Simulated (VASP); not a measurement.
# InAs (F-43m) in VASP: further runs

InAs is run at these levels: PBE; tasks: single point.

All numbers are computed with VASP 6.6.1; they aren't measurements. Logs are shortened: lines on timing, memory, paths and dates and some standing lists are left out, and cuts for length are marked.

**What was measured.**

A printed reference work, data compilation reports, for a bulk crystal of InAs at 4.2 K: band gap 0.418 eV (direct).

How close the calculation comes is told below.

### Step 1. The cell of the first run

It takes space group F-43m (No. 216, cubic). Conventional cell: a = 6.048 Å, b = 6.048 Å, c = 6.048 Å, α = 90.00°, β = 90.00°, γ = 90.00°. In (site symmetry -43m) has 4 As at 2.62 Å within 3.5 Å. Within 3.5 Å of As (site symmetry -43m) lie 4 In at 2.62 Å.

### Step 2. Single point, PBE

Input file INCAR:

```
SYSTEM = InAs
PREC = Accurate
ENCUT = 500
EDIFF = 1E-6
ISMEAR = 0
SIGMA = 0.1
LREAL = .FALSE.
LASPH = .TRUE.
NELM = 120
ALGO = Normal
ISIF = 2
LWAVE = .FALSE.
LCHARG = .FALSE.
GGA = PE
NBANDS = 16
GGA_COMPAT = .FALSE.
```

Input file KPOINTS:

```
regular mesh
0
G
  6 6 6
  0 0 0
```

Input file POSCAR:

```
InAs
1.0
    0.0000000000      3.0239999300      3.0239999300
    3.0239999300      0.0000000000      3.0239999300
    3.0239999300      3.0239999300      0.0000000000
In As
1 1
Direct
    0.0000000000      0.0000000000      0.0000000000
    0.2500000000      0.2500000000      0.2500000000
```

Potentials or basis: VASP PAW PBE potentials, release 64 (In_d, As).

Command:

```bash
$ cat potpaw_PBE.64/In_d/POTCAR potpaw_PBE.64/As/POTCAR > POTCAR
$ mpirun -np 1 vasp_std > vasp.out
```

OUTCAR:

```text
SYSTEM = InAs
   PREC = Accurate
   ENCUT = 500
   EDIFF = 1E-6
   ISMEAR = 0
   LREAL = .FALSE.
   LASPH = .TRUE.
   NELM = 120
   ISIF = 2
   GGA = PE

 ion  position               nearest neighbor table
   1  0.000  0.000  0.000-   2 2.62   2 2.62   2 2.62   2 2.62
   2  0.250  0.250  0.250-   1 2.62   1 2.62   1 2.62   1 2.62

  LATTYP: Found a face centered cubic cell.
 ALAT       =     6.0479998600

  Lattice vectors:

 A1 = (   0.0000000000,   3.0239999300,   3.0239999300)
 A2 = (   3.0239999300,   0.0000000000,   3.0239999300)
 A3 = (   3.0239999300,   3.0239999300,   0.0000000000)

Analysis of symmetry for initial positions (statically):
=====================================================================
 Subroutine PRICEL returns:
 Original cell was already a primitive cell.

 Routine SETGRP: Setting up the symmetry group for a
 face centered cubic supercell.

 Subroutine GETGRP returns: Found 24 space group operations
 (whereof 24 operations were pure point group operations)
 out of a pool of 48 trial point group operations.

The static configuration has the point symmetry T_d .

Analysis of symmetry for dynamics (positions and initial velocities):
=====================================================================
 Subroutine PRICEL returns:
 Original cell was already a primitive cell.

 Routine SETGRP: Setting up the symmetry group for a
 face centered cubic supercell.

 Subroutine GETGRP returns: Found 24 space group operations
 (whereof 24 operations were pure point group operations)
 out of a pool of 48 trial point group operations.

The dynamic configuration has the point symmetry T_d .

 Subroutine INISYM returns: Found 24 space group operations
 (whereof 24 operations are pure point group operations),
 and found     1 'primitive' translations

----------------------------------------------------------------------------------------

                                     Primitive cell

  volume of cell :      55.3064

  direct lattice vectors                    reciprocal lattice vectors
     0.000000000  3.023999930  3.023999930    -0.165343919  0.165343919  0.165343919
     3.023999930  0.000000000  3.023999930     0.165343919 -0.165343919  0.165343919
     3.023999930  3.023999930  0.000000000     0.165343919  0.165343919 -0.165343919

  length of vectors
     4.276581714  4.276581714  4.276581714     0.286384069  0.286384069  0.286384069

  position of ions in fractional coordinates (direct lattice)
     0.000000000  0.000000000  0.000000000
     0.250000000  0.250000000  0.250000000

  ion indices of the primitive-cell ions
   primitive index   ion index
                 1           1
                 2           2

----------------------------------------------------------------------------------------

 KPOINTS: regular mesh

Automatic generation of k-mesh.
 Grid dimensions read from file:
 generate k-points for:    6    6    6

 Generating k-lattice:

  Cartesian coordinates                     Fractional coordinates (reciprocal lattice)
    -0.027557320  0.027557320  0.027557320     0.166666667  0.000000000  0.000000000
     0.027557320 -0.027557320  0.027557320     0.000000000  0.166666667  0.000000000
     0.027557320  0.027557320 -0.027557320     0.000000000  0.000000000  0.166666667

  Length of vectors
     0.047730678  0.047730678  0.047730678

  Shift w.r.t. Gamma in fractional coordinates (k-lattice)
     0.000000000  0.000000000  0.000000000

 Subroutine IBZKPT returns following result:
 ===========================================

 Found     16 irreducible k-points:

 Following reciprocal coordinates:
            Coordinates               Weight
  0.000000  0.000000  0.000000      1.000000
  0.166667  0.000000  0.000000      8.000000
  0.333333  0.000000  0.000000      8.000000
  0.500000  0.000000  0.000000      4.000000
  0.166667  0.166667  0.000000      6.000000
  0.333333  0.166667  0.000000     24.000000
[... 8 lines left out ...]
 -0.333333  0.333333  0.166667     24.000000
 -0.333333  0.500000  0.166667     12.000000
   k-points           NKPTS =     16   k-points in BZ     NKDIM =     16   number of bands    NBANDS=     16
   number of dos      NEDOS =    301   number of ions     NIONS =      2
   total plane-waves  NPLWV =  32768
   dimension x,y,z NGX =    32 NGY =   32 NGZ =   32
   dimension x,y,z NGXF=    64 NGYF=   64 NGZF=   64
   ions per type =               1   1
   NGX,Y,Z   is equivalent  to a cutoff of  12.44, 12.44, 12.44 a.u.
   NGXF,Y,Z  is equivalent  to a cutoff of  24.88, 24.88, 24.88 a.u.
 SYSTEM =  InAs
   PREC   = accura    normal or accurate (medium, high low for compatibility)
   ISTART =      0    job   : 0-new  1-cont  2-samecut
   ICHARG =      2    charge: 1-file 2-atom 10-const
   ISPIN  =      1    spin polarized calculation?
   LNONCOLLINEAR =      F non collinear calculations
   LSORBIT =      F    spin-orbit coupling
   LASPH  =      T    aspherical Exc in radial PAW
[... 25 lines left out ...]
  Thomas-Fermi vector in A             =   2.262772
   LORBIT       =      0    0 simple, 1 ext, 2 COOP (PROOUT), +10 PAW based schemes
   GGA     = PE    functional components
   LHFCALC =     F    Hartree Fock is set to
   AEXX    =    0.0000 exact exchange contribution
   IVDW    =     0    specifies the selected vdW correction
   LEPSILON=     F    determine dielectric tensor
   LRPA    =     F    only Hartree local field effects (RPA)
 non-spin polarized calculation
 Gauss-broadening in eV      SIGMA  =   0.10
  energy-cutoff  :      500.00
  volume of cell :       55.31
 maximum number of plane-waves:      1420
   NGX = 15   NGY = 15   NGZ = 15

 number of electron      17.9999990 magnetization

 Free energy of the ion-electron system (eV)
  ---------------------------------------------------
  ext. energy  EPLUGINS =         0.00000000
  ---------------------------------------------------
  free energy    TOTEN  =        -7.65504373 eV

  energy without entropy =       -7.65432840  energy(sigma->0) =       -7.65468607

 E-fermi :   4.5396     XC(G=0):  -9.0881

 val. band max:        4.5090671749   @ k =   0.0000   0.0000   0.0000
 cond. band min:       5.4619931423   @ k =   0.5000   0.0000   0.0000
 fundamental gap:      0.9529259674
 Fermi energy:         4.5395605637

 k-point     1 :       0.0000    0.0000    0.0000
  band No.  band energies     occupation
      1      -9.8882      2.00000
      2      -9.8882      2.00000
      3      -9.8882      2.00000
      4      -9.7629      2.00000
      5      -9.7629      2.00000
      6      -7.3489      2.00000
[... 8 lines left out ...]
     15      14.1852      0.00000
     16      14.1852      0.00000

 k-point     2 :       0.1667    0.0000    0.0000
  band No.  band energies     occupation
      1      -9.9217      2.00000
      2      -9.8784      2.00000
      3      -9.8784      2.00000
      4      -9.7628      2.00000
      5      -9.7628      2.00000
      6      -7.0668      2.00000
[... 8 lines left out ...]
     15      13.1031      0.00000
     16      13.1031      0.00000

 k-point     3 :       0.3333    0.0000    0.0000
  band No.  band energies     occupation
      1      -9.9826      2.00000
      2      -9.8624      2.00000
      3      -9.8624      2.00000
      4      -9.7590      2.00000
      5      -9.7590      2.00000
      6      -6.3650      2.00000
[... 8 lines left out ...]
     15      13.5827      0.00000
     16      13.5827      0.00000

 k-point     4 :       0.5000    0.0000    0.0000
  band No.  band energies     occupation
      1     -10.0107      2.00000
      2      -9.8567      2.00000
      3      -9.8567      2.00000
      4      -9.7547      2.00000
      5      -9.7547      2.00000
      6      -5.8799      2.00000
[... 8 lines left out ...]
     15      15.2568      0.00000
     16      15.2568      0.00000
[... 172 lines left out ...]
 k-point    14 :       0.5000    0.3333    0.1667
  band No.  band energies     occupation
      1     -10.0238      2.00000
      2      -9.8440      2.00000
      3      -9.8317      2.00000
      4      -9.7779      2.00000
      5      -9.7515      2.00000
      6      -5.8331      2.00000
[... 8 lines left out ...]
     15      15.1262      0.00000
     16      16.4808      0.00000

 k-point    15 :      -0.3333    0.3333    0.1667
  band No.  band energies     occupation
      1     -10.0362      2.00000
      2      -9.8435      2.00000
      3      -9.8234      2.00000
      4      -9.7737      2.00000
      5      -9.7552      2.00000
      6      -5.4602      2.00000
[... 8 lines left out ...]
     15      15.3569      0.00000
     16      16.2791      0.00000

 k-point    16 :      -0.3333    0.5000    0.1667
  band No.  band energies     occupation
      1     -10.0524      2.00000
      2      -9.8300      2.00000
      3      -9.8130      2.00000
      4      -9.7846      2.00000
      5      -9.7494      2.00000
      6      -5.2996      2.00000
[... 8 lines left out ...]
     15      16.1419      0.00000
     16      16.3585      0.00000

------------------------ aborting loop because EDIFF is reached ----------------------------------------

  FORCE on cell =-STRESS in cart. coord.  units (eV):
  Direction    XX          YY          ZZ          XY          YZ          ZX
  --------------------------------------------------------------------------------------
  -------------------------------------------------------------------------------------
  Total        1.3891380      1.3891380      1.3891380      0.0000000     -0.0000000      0.0000000
  in kB       40.2421017     40.2421017     40.2421017      0.0000000     -0.0000000      0.0000000
  external PRESSURE =      40.2421017 kB  Pullay stress =       0.0000000 kB

 VOLUME and BASIS-vectors are now :
 -----------------------------------------------------------------------------
  energy-cutoff  :      500.00
  volume of cell :       55.31
      direct lattice vectors                 reciprocal lattice vectors
     0.000000000  3.023999930  3.023999930    -0.165343919  0.165343919  0.165343919
     3.023999930  0.000000000  3.023999930     0.165343919 -0.165343919  0.165343919
     3.023999930  3.023999930  0.000000000     0.165343919  0.165343919 -0.165343919

 POSITION                                       TOTAL-FORCE (eV/Angst)
 -----------------------------------------------------------------------------------
      0.00000      0.00000      0.00000         0.000000      0.000000      0.000000
      1.51200      1.51200      1.51200        -0.000000     -0.000000     -0.000000
 -----------------------------------------------------------------------------------
    total drift:                               -0.000000     -0.000000     -0.000000

  FREE ENERGIE OF THE ION-ELECTRON SYSTEM (eV)
  ---------------------------------------------------
  free  energy   TOTEN  =        -7.6550437309 eV

  energy  without entropy=       -7.6543284027  energy(sigma->0) =       -7.65468607
```

It took 6.3 s on 1 thread of Intel Xeon 6975P-C (Granite Rapids), shared host; peak memory 0.17 GiB.

What came out:

- Free energy: -7.6550 eV
- Pressure: 4.0 GPa
- Band gap on the k mesh: zero (filled and empty bands touch)

Caveat: spin-orbit coupling is left out, which moves the levels of the heavy elements.

### Step 3. Single point, PBE

This run uses another cell than the first one, of 27.49 Å³/atom, 0.994 times its volume.

Input file INCAR:

```
SYSTEM = InAs
PREC = Accurate
ENCUT = 500
EDIFF = 1E-6
ISMEAR = 0
SIGMA = 0.1
LREAL = .False.
LASPH = .True.
NELM = 120
ALGO = Normal
ISIF = 2
LWAVE = .False.
LCHARG = .False.
GGA = PE
NBANDS = 16
GGA_COMPAT = .False.
```

Input file KPOINTS:

```
regular mesh
0
Gamma
  6 6 6
  0 0 0
```

Input file POSCAR:

```
InAs
1.0
    0.0000000000      3.0179998900      3.0179998900
    3.0179998900      0.0000000000      3.0179998900
    3.0179998900      3.0179998900      0.0000000000
In As
1 1
Direct
    0.0000000000      0.0000000000      0.0000000000
    0.7500000000      0.7500000000      0.7500000000
```

Potentials or basis: VASP PAW PBE potentials, release 64 (In_d, As).

Command:

```bash
$ cat potpaw_PBE.64/In_d/POTCAR potpaw_PBE.64/As/POTCAR > POTCAR
$ mpirun -np 1 vasp_std > vasp.out
```

Run time: 6.9 s. Hardware: 1 thread of Intel Xeon 6975P-C (Granite Rapids), shared host; peak memory 0.18 GiB.

Results (log left out):

* Free energy: -7.6463 eV
* Pressure: 4.4 GPa
* Band gap on the k mesh: zero (filled and empty bands touch)

Levels at points of the mesh, in eV from the Fermi level:
```csv
k point,band 7,band 8,band 9,band 10,band 11,band 12
"(0.00, 0.00, 0.00)",-0.20,-0.03,-0.03,-0.03,3.87,3.87
"(0.50, 0.00, 0.00)",-5.82,-1.03,-1.03,0.94,4.65,4.65
"(0.50, 0.50, 0.00)",-5.89,-2.37,-2.37,1.50,2.03,9.19
```

Caveat: spin-orbit coupling is left out, which moves the levels of the heavy elements.

### Step 4. Single point, PBE

This run uses another cell than the first one, of 29.45 Å³/atom, 1.065 times its volume.

Input file INCAR:

```
SYSTEM = InAs
PREC     = Accurate       ! precision mode
ENCUT    = 500            ! plane-wave cutoff, eV
EDIFF    = 1E-6           ! SCF threshold, eV
ISMEAR   = 0              ! smearing method
SIGMA    = 0.2            ! smearing width, eV
LREAL    = .False.        ! projectors in reciprocal space
LASPH    = .True.         ! aspherical terms in the spheres
NELM     = 120            ! most SCF steps
ALGO     = Normal         ! electronic algorithm
ISIF     = 2              ! what is computed and relaxed
LWAVE    = .False.        ! write WAVECAR
LCHARG   = .False.        ! write CHGCAR
GGA      = PE             ! functional
NBANDS   = 16             ! bands
GGA_COMPAT= .False.
```

KPOINTS is that of step 3.

Input file POSCAR:

```
InAs
1.0
    0.0000000000      3.0880642803      3.0880642803
    3.0880642803      0.0000000000      3.0880642803
    3.0880642803      3.0880642803      0.0000000000
In As
1 1
Direct
    0.0000000000      0.0000000000      0.0000000000
    0.7500000000      0.7500000000      0.7500000000
```

Command:

```bash
$ cat potpaw_PBE.64/In_d/POTCAR potpaw_PBE.64/As/POTCAR > POTCAR
$ mpirun -np 1 vasp_std > vasp.out
```

Run time: 6 s. Hardware: 1 thread of Intel Xeon 6975P-C (Granite Rapids), shared host; peak memory 0.18 GiB.

It converged, with:

| Item | Value |
| --- | --- |
| Free energy | -7.7032 eV |
| Pressure | 0.4 GPa |
| Band gap on the k mesh | zero (filled and empty bands touch) |

Levels at points of the mesh, in eV from the Fermi level:
```
           k point  band 5  band 6  band 7  band 8  band 9  band 10  band 11  band 12  band 13  band 14
(0.00, 0.00, 0.00)  -14.26  -11.54   -0.59   -0.07   -0.07    -0.07     3.80     3.80     3.80     7.22
(0.50, 0.00, 0.00)  -14.25  -10.26   -5.53   -0.97   -0.97     0.75     4.56     4.56     6.68     8.64
(0.50, 0.50, 0.00)  -14.24   -9.79   -5.65   -2.19   -2.19     1.57     1.97     8.71     8.76     8.76
```

Caveat: spin-orbit coupling is left out, which moves the levels of the heavy elements.

### Step 5. Single point, PBE

This run uses another cell than the first one, of 29.72 Å³/atom, 1.075 times its volume.

Input file INCAR:

```
SYSTEM = InAs
ALGO = Normal
EDIFF = 1E-6
ENCUT = 500
GGA = PE
GGA_COMPAT = .False.
ISIF = 2
ISMEAR = 0
LASPH = .True.
LCHARG = .False.
LREAL = .False.
LWAVE = .False.
NBANDS = 16
NELM = 120
PREC = Accurate
SIGMA = 0.1
```

Input file KPOINTS:

```
k-points
0
Gamma
  6 6 6
  0 0 0
```

Input file POSCAR:

```
InAs
1.0
    0.0000000000      3.0976102332      3.0976102332
    3.0976102332      0.0000000000      3.0976102332
    3.0976102332      3.0976102332      0.0000000000
In As
1 1
Direct
    0.0000000000      0.0000000000      0.0000000000
    0.7500000000      0.7500000000      0.7500000000
```

Command:

```bash
$ cat potpaw_PBE.64/In_d/POTCAR potpaw_PBE.64/As/POTCAR > POTCAR
$ mpirun -np 1 vasp_std > vasp.out
```

Wall time 6.6 s (1 thread of Intel Xeon 6975P-C (Granite Rapids), shared host); peak memory 0.18 GiB.

It converged, with:

| Item | Value |
| --- | --- |
| Free energy | -7.7030 eV |
| Pressure | -0.1 GPa |
| Band gap on the k mesh | zero (filled and empty bands touch) |

Levels at points of the mesh, in eV from the Fermi level:
| k point | band 6 | band 7 | band 8 | band 9 | band 10 | band 11 | band 12 | band 13 |
| --- | --- | --- | --- | --- | --- | --- | --- | --- |
| (0.00, 0.00, 0.00) | -11.45 | -0.60 | -0.03 | -0.03 | -0.03 | 3.83 | 3.83 | 3.83 |
| (0.50, 0.00, 0.00) | -10.19 | -5.45 | -0.92 | -0.92 | 0.77 | 4.59 | 4.59 | 6.71 |
| (0.50, 0.50, 0.00) | -9.72 | -5.57 | -2.12 | -2.12 | 1.63 | 2.01 | 8.70 | 8.74 |

Caveat: spin-orbit coupling is left out, which moves the levels of the heavy elements.

### Step 6. Single point, PBE

This run uses another cell than the first one, of 30.02 Å³/atom, 1.086 times its volume.

Input file INCAR:

```
SYSTEM = InAs
PREC = Accurate
ENCUT = 500
EDIFF = 1E-6
ISMEAR = 0
SIGMA = 0.2
LREAL = .False.
LASPH = .True.
NELM = 120
ALGO = Normal
ISIF = 2
LWAVE = .False.
LCHARG = .False.
GGA = PE
NBANDS = 16
GGA_COMPAT = .False.
```

Input file KPOINTS:

```
Automatic mesh
0
Gamma
  6 6 6
  0 0 0
```

Input file POSCAR:

```
InAs
1.0
    0.0000000000      3.1078852736      3.1078852736
    3.1078852736      0.0000000000      3.1078852736
    3.1078852736      3.1078852736      0.0000000000
In As
1 1
Direct
    0.2500000000      0.2500000000      0.2500000000
    0.0000000000      0.0000000000      0.0000000000
```

Potentials or basis: VASP PAW PBE potentials, release 64 (In_d, As).

Command:

```bash
$ cat potpaw_PBE.64/In_d/POTCAR potpaw_PBE.64/As/POTCAR > POTCAR
$ mpirun -np 1 vasp_std > vasp.out
```

It took 8.4 s on 1 thread of Intel Xeon 6975P-C (Granite Rapids), shared host; peak memory 0.18 GiB.

Results (log left out):

```yaml
Free_energy: -7.7026 eV
Pressure: -0.6 GPa
Band_gap_on_the_k_mesh: zero (filled and empty bands touch)
```

Levels at points of the mesh, in eV from the Fermi level:
```
           k point  band 6  band 7  band 8  band 9  band 10  band 11  band 12  band 13
(0.00, 0.00, 0.00)  -11.44   -0.69   -0.08   -0.08    -0.08     3.78     3.78     3.78
(0.50, 0.00, 0.00)  -10.21   -5.45   -0.95   -0.95     0.70     4.54     4.54     6.65
(0.50, 0.50, 0.00)   -9.75   -5.58   -2.14   -2.14     1.59     1.95     8.60     8.62
```

Caveat: spin-orbit coupling is left out, which moves the levels of the heavy elements.

### Step 7. Overview

```csv
cell,smearing,gap on the mesh (eV),pressure (GPa)
"a = 4.277 Å, angles 60.0°, 2 atoms",gaussian 0.1 eV,none,4.0
"a = 4.268 Å, angles 60.0°, 2 atoms",gaussian 0.1 eV,none,4.4
"a = 4.367 Å, angles 60.0°, 2 atoms",gaussian 0.2 eV,none,0.4
"a = 4.381 Å, angles 60.0°, 2 atoms",gaussian 0.1 eV,none,-0.1
"a = 4.395 Å, angles 60.0°, 2 atoms",gaussian 0.2 eV,none,-0.6
```

Alike in all rows: task single point; level PBE; potentials or basis VASP PAW PBE potentials, release 64 (In_d, As); no spin polarisation; k mesh 6 × 6 × 6; cutoff (eV) 500.

Caveats: spin-orbit coupling is left out, which moves the levels of the heavy elements.

Total energies depend on the potentials used, so only differences within one code and one set of settings carry meaning.

### Step 8. Comparison with measurements

Step 5. A measured gap of InAs is 0.418 eV (direct; 4.2 K; a printed reference work, data compilation); the calculated 0.00 eV misses it by -0.42 eV. Spin-orbit coupling on As, In is left out. The value is that of PBE on a finite k mesh, which can miss the band edges, without temperature or zero-point motion. Semilocal functionals fall short of measured gaps as a rule.
